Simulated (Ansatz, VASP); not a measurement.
# Two plane-wave programs on V

```xyz
2
Lattice="3.0267 0.0000 0.0000 0.0000 3.0267 0.0000 0.0000 0.0000 3.0267" Properties=species:S:1:pos:R:3 pbc="T T T"
V     0.0000    0.0000    0.0000
V     1.5133    1.5133    1.5133
```

Alike in both runs: task single point; functional PBE; k mesh 9 × 9 × 9; occupations fermi-dirac, width 0.1 eV; collinear spin.

```csv
,VASP,Ansatz
version,VASP 6.6.1,Ansatz 0.2.0
potentials or method,"VASP PAW PBE potentials, release 64 (V_sv)","PAW, plane waves, scalar-relativistic"
plane-wave cutoff (eV),520,420
valence electrons in the cell,26,26
```

Ansatz gave:

* pressure (GPa): -4.8
* net moment per atom (μB): 0.00

Q: Which values does VASP return?

A: Pressure (GPa): -4.6; net moment per atom (μB): 0.00.

Ansatz warned: «seeded_moment_not_kept».
